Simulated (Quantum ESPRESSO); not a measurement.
# PbSe (Clausthalite) (P1) in Quantum ESPRESSO: convergence with density cutoff

Aim: find how far density cutoff must go before the results for PbSe (Clausthalite) settle, at PBEsol. This setting moves, with any that are tied to it; all else stays.

Everything below comes from runs of Quantum ESPRESSO 7.5. Logs are shortened: lines on timing, memory, paths and dates and some standing lists are left out, and cuts for length are marked.

### 1 The cell of the first run

The typed cell holds 2 atoms: a = 4.328 Å, b = 4.328 Å, c = 4.328 Å, α = 60.00°, β = 60.00°, γ = 60.00°.

The cell isn't the ideal one: atoms moved at random, drawn with an rms of 0.15 Å.

### 2 With density cutoff 180 Ry

pw.in reads:

```
&CONTROL
  calculation = 'scf'
  prefix = 'pwscf'
  outdir = './tmp'
  pseudo_dir = './pseudo'
  tprnfor = .true.
  tstress = .true.
  disk_io = 'nowf'
/
&SYSTEM
  ibrav = 0
  nat = 2
  ntyp = 2
  ecutwfc = 45
  ecutrho = 180
  nbnd = 16
  occupations = 'smearing'
  smearing = 'fd'
  degauss = 0.00367493
/
&ELECTRONS
  conv_thr = 4d-10
  electron_maxstep = 120
  mixing_beta = 0.5
/
ATOMIC_SPECIES
Pb   207.2000 pb_pbesol_v1.uspp.F.UPF
Se    78.9710 se_pbesol_v1.uspp.F.UPF
CELL_PARAMETERS angstrom
   0.0000000000    3.0606500000    3.0606500000
   3.0606500000    0.0000000000    3.0606500000
   3.0606500000    3.0606500000    0.0000000000
ATOMIC_POSITIONS crystal
Pb    -0.0446350000    0.0446420000    0.0044240000
Se     0.5189800000    0.4711180000    0.5186840000
K_POINTS automatic
7 7 7 0 0 0
```

Potentials or basis: GBRV 1.5 PBEsol.

Command:

```sh
$ OMP_NUM_THREADS=1 pw.x -in pw.in > pw.out
```

Wall time 53 s (1 thread of Intel Xeon 6975P-C (Granite Rapids), shared host); peak memory 0.18 GiB.

What came out:

```
Free energy            : -2820.0367 eV
Pressure               : 0.6 GPa
Largest force          : 0.388 eV/Å
Band gap on the k mesh : 0.88 eV, direct
```

### 3 With density cutoff 225 Ry

pw.in: that of step 2 with these lines changed.

```diff
@@ -14,3 +14,3 @@
   ecutwfc = 45
-  ecutrho = 180
+  ecutrho = 225
   nbnd = 16
```

Potentials or basis: GBRV 1.5 PBEsol.

Command:

```sh
$ OMP_NUM_THREADS=1 pw.x -in pw.in > pw.out
```

Run time: 55 s. Hardware: 1 thread of Intel Xeon 6975P-C (Granite Rapids), shared host; peak memory 0.19 GiB.

What came out:

```
Free energy            : -2820.0364 eV
Pressure               : 0.6 GPa
Largest force          : 0.388 eV/Å
Band gap on the k mesh : 0.88 eV, direct
```

### 4 With density cutoff 270 Ry

pw.in: that of step 3 with these lines changed.

```diff
@@ -14,3 +14,3 @@
   ecutwfc = 45
-  ecutrho = 225
+  ecutrho = 270
   nbnd = 16
```

Command:

```sh
$ OMP_NUM_THREADS=1 pw.x -in pw.in > pw.out
```

Run time: 55 s. Hardware: 1 thread of Intel Xeon 6975P-C (Granite Rapids), shared host; peak memory 0.21 GiB.

What came out:

```
Free energy            : -2820.0363 eV
Pressure               : 0.6 GPa
Largest force          : 0.388 eV/Å
Band gap on the k mesh : 0.88 eV, direct
```

### 5 With density cutoff 315 Ry

pw.in: that of step 4 with these lines changed.

```diff
@@ -14,3 +14,3 @@
   ecutwfc = 45
-  ecutrho = 270
+  ecutrho = 315
   nbnd = 16
```

Command:

```sh
$ OMP_NUM_THREADS=1 pw.x -in pw.in > pw.out
```

Wall time 56 s (1 thread of Intel Xeon 6975P-C (Granite Rapids), shared host); peak memory 0.24 GiB.

What came out:

```
Free energy            : -2820.0363 eV
Pressure               : 0.6 GPa
Largest force          : 0.388 eV/Å
Band gap on the k mesh : 0.88 eV, direct
```

### 6 With density cutoff 360 Ry

pw.in: that of step 5 with these lines changed.

```diff
@@ -14,3 +14,3 @@
   ecutwfc = 45
-  ecutrho = 315
+  ecutrho = 360
   nbnd = 16
```

Potentials or basis: GBRV 1.5 PBEsol.

Command:

```sh
$ OMP_NUM_THREADS=1 pw.x -in pw.in > pw.out
```

It took 60 s on 1 thread of Intel Xeon 6975P-C (Granite Rapids), shared host; peak memory 0.27 GiB.

The run converged. Its results:

```yaml
Free_energy: -2820.0363 eV
Pressure: 0.6 GPa
Largest_force: 0.388 eV/Å
Band_gap_on_the_k_mesh: 0.88 eV, direct
```

### 7 With density cutoff 450 Ry

pw.in: that of step 6 with these lines changed.

```diff
@@ -14,3 +14,3 @@
   ecutwfc = 45
-  ecutrho = 360
+  ecutrho = 450
   nbnd = 16
```

Command:

```sh
$ OMP_NUM_THREADS=1 pw.x -in pw.in > pw.out
```

Wall time 60 s (1 thread of Intel Xeon 6975P-C (Granite Rapids), shared host); peak memory 0.33 GiB.

Results (log left out):

```
Free energy            : -2820.0363 eV
Pressure               : 0.6 GPa
Largest force          : 0.388 eV/Å
Band gap on the k mesh : 0.88 eV, direct
```

### 8 With density cutoff 540 Ry

pw.in: that of step 7 with these lines changed.

```diff
@@ -14,3 +14,3 @@
   ecutwfc = 45
-  ecutrho = 450
+  ecutrho = 540
   nbnd = 16
```

Command:

```sh
$ OMP_NUM_THREADS=1 pw.x -in pw.in > pw.out
```

It took 58 s on 1 thread of Intel Xeon 6975P-C (Granite Rapids), shared host; peak memory 0.4 GiB.

The run converged. Its results:

* Free energy: -2820.0363 eV
* Pressure: 0.6 GPa
* Largest force: 0.388 eV/Å
* Band gap on the k mesh: 0.88 eV, direct

### 9 With density cutoff 720 Ry

pw.in: that of step 8 with these lines changed.

```diff
@@ -14,3 +14,3 @@
   ecutwfc = 45
-  ecutrho = 540
+  ecutrho = 720
   nbnd = 16
```

Potentials or basis: GBRV 1.5 PBEsol.

Command:

```sh
$ OMP_NUM_THREADS=1 pw.x -in pw.in > pw.out
```

pw.out:

```text
This program is part of the open-source Quantum ESPRESSO suite
     for quantum simulation of materials; please cite
[... 6 lines left out ...]
     --------------------
     sticks:   dense  smooth     PW     G-vecs:    dense   smooth      PW
     Sum        3307     835    253               126309    15665    2685

     Using Slab Decomposition

     bravais-lattice index     =            0
     lattice parameter (alat)  =       8.1795  a.u.
     unit-cell volume          =     386.9614 (a.u.)^3
     number of atoms/cell      =            2
     number of atomic types    =            2
     number of electrons       =        20.00
     number of Kohn-Sham states=           16
     kinetic-energy cutoff     =      45.0000  Ry
     charge density cutoff     =     720.0000  Ry
     scf convergence threshold =      4.0E-10
     mixing beta               =       0.5000
     number of iterations used =            8  plain     mixing
     Exchange-correlation= SLA  PW   PSX  PSC
                           (   1   4  10   8   0   0   0)

     celldm(1)=   8.179515  celldm(2)=   0.000000  celldm(3)=   0.000000
     celldm(4)=   0.000000  celldm(5)=   0.000000  celldm(6)=   0.000000

     crystal axes: (cart. coord. in units of alat)
               a(1) = (   0.000000   0.707107   0.707107 )
               a(2) = (   0.707107   0.000000   0.707107 )
               a(3) = (   0.707107   0.707107   0.000000 )

     reciprocal axes: (cart. coord. in units 2 pi/alat)
               b(1) = ( -0.707107  0.707107  0.707107 )
               b(2) = (  0.707107 -0.707107  0.707107 )
               b(3) = (  0.707107  0.707107 -0.707107 )

     PseudoPot. # 1 for Pb read from file:
     pb_pbesol_v1.uspp.F.UPF
     Pseudo is Ultrasoft + core correction, Zval = 14.0
     Generated by new atomic code, or converted to UPF format
     Using radial grid of  899 points,  6 beta functions with:
                l(1) =   0
                l(2) =   0
                l(3) =   1
                l(4) =   1
                l(5) =   2
                l(6) =   2
     Q(r) pseudized with  6 coefficients,  rinner =    1.000   1.000   1.000
                                                       1.000   1.000

     PseudoPot. # 2 for Se read from file:
     se_pbesol_v1.uspp.F.UPF
     Pseudo is Ultrasoft + core correction, Zval =  6.0
     Generated by new atomic code, or converted to UPF format
     Using radial grid of  877 points,  6 beta functions with:
                l(1) =   0
                l(2) =   0
                l(3) =   1
                l(4) =   1
                l(5) =   2
                l(6) =   2
     Q(r) pseudized with  8 coefficients,  rinner =    1.300   1.300   1.300
                                                       1.300   1.300

     atomic species   valence    mass     pseudopotential
     Pb               14.00   207.20000     Pb( 1.00)
     Se                6.00    78.97100     Se( 1.00)

     No symmetry found

   Cartesian axes

     site n.     atom                  positions (alat units)
         1        Pb     tau(   1) = (   0.0346949  -0.0284335   0.0000049  )
         2        Se     tau(   2) = (   0.6998957   0.7337393   0.7001050  )

     number of k points=   172  Fermi-Dirac smearing, width (Ry)=  0.0037

     Number of k-points >= 100: set verbosity='high' to print them.

     Dense  grid:   126309 G-vectors     FFT dimensions: (  72,  72,  72)

     Smooth grid:    15665 G-vectors     FFT dimensions: (  36,  36,  36)

     Initial potential from superposition of free atoms

     starting charge      19.9978, renormalised to      20.0000

     negative rho (up, down):  1.593E-02 0.000E+00
     Starting wfcs are   13 randomized atomic wfcs +    3 random wfcs

     Self-consistent Calculation

     iteration #  1     ecut=    45.00 Ry     beta= 0.50
     Davidson diagonalization with overlap
     ethr =  1.00E-02,  avg # of iterations =  5.1

     Threshold (ethr) on eigenvalues was too large:
     Diagonalizing with lowered threshold

     Davidson diagonalization with overlap
     ethr =  3.34E-04,  avg # of iterations =  1.5

     negative rho (up, down):  1.530E-02 0.000E+00

     total energy              =    -207.24777899 Ry
     estimated scf accuracy    <       0.06590104 Ry

     iteration #  2     ecut=    45.00 Ry     beta= 0.50
     Davidson diagonalization with overlap
     ethr =  3.30E-04,  avg # of iterations =  2.1
[... 117 lines left out ...]
     iteration # 10     ecut=    45.00 Ry     beta= 0.50
     Davidson diagonalization with overlap
     ethr =  1.55E-11,  avg # of iterations =  3.9

     negative rho (up, down):  1.564E-02 0.000E+00

     End of self-consistent calculation

     Number of k-points >= 100: set verbosity='high' to print the bands.

     the Fermi energy is     8.2181 ev

!    total energy              =    -207.26884693 Ry
     estimated scf accuracy    <          8.6E-11 Ry
     smearing contrib. (-TS)   =      -0.00000027 Ry
     internal energy E=F+TS    =    -207.26884666 Ry

     The total energy is F=E-TS. E is the sum of the following terms:
     one-electron contribution =     -40.27332753 Ry
     hartree contribution      =      32.95534954 Ry
     xc contribution           =     -92.46261932 Ry
     ewald contribution        =    -107.48824935 Ry

     convergence has been achieved in  10 iterations

     negative rho (up, down):  1.564E-02 0.000E+00

     Forces acting on atoms (cartesian axes, Ry/au):

     atom    1 type  1   force =    -0.00839958    0.01248360   -0.00111698
     atom    2 type  2   force =     0.00839958   -0.01248360    0.00111698

     Total force =     0.021337     Total SCF correction =     0.000024

     Computing stress (Cartesian axis) and pressure

     negative rho (up, down):  1.564E-02 0.000E+00
          total   stress  (Ry/bohr**3)                   (kbar)     P=        6.06
   0.00004779  -0.00001396   0.00000194            7.03       -2.05        0.28
  -0.00001396   0.00011727  -0.00000241           -2.05       17.25       -0.36
   0.00000194  -0.00000241  -0.00004156            0.28       -0.36       -6.11

=------------------------------------------------------------------------------=
   JOB DONE.
=------------------------------------------------------------------------------=
```

It took 73 s on 1 thread of Intel Xeon 6975P-C (Granite Rapids), shared host; peak memory 0.56 GiB.

What came out:

| Quantity | Value |
| --- | --- |
| Free energy | -2820.0363 eV |
| Pressure | 0.6 GPa |
| Largest force | 0.388 eV/Å |
| Band gap on the k mesh | 0.88 eV, direct |

### 10 Result

| density cutoff | energy less the tightest run, at zero smearing (meV/atom) | SCF cycles | CPU time (s) | peak memory (GiB) |
| --- | --- | --- | --- | --- |
| 180 Ry | -0.18 | 10 | 53 | 0.18 |
| 225 Ry | -0.06 | 10 | 55 | 0.19 |
| 270 Ry | 0.01 | 10 | 55 | 0.21 |
| 315 Ry | 0.00 | 10 | 56 | 0.24 |
| 360 Ry | 0.00 | 10 | 60 | 0.27 |
| 450 Ry | 0.01 | 10 | 60 | 0.33 |
| 540 Ry | 0.00 | 9 | 58 | 0.4 |
| 720 Ry | 0.00 | 10 | 73 | 0.56 |

Against the tightest run, the energy stays within 1 meV/atom from 180 Ry on. The tightest run that finished is the yardstick and may itself not be fully converged.

Caveats: spin-orbit coupling is left out, which as a rule narrows the gap of such compounds by several tenths of an eV; an odd mesh through Γ misses points on the zone boundary, where band edges often lie.
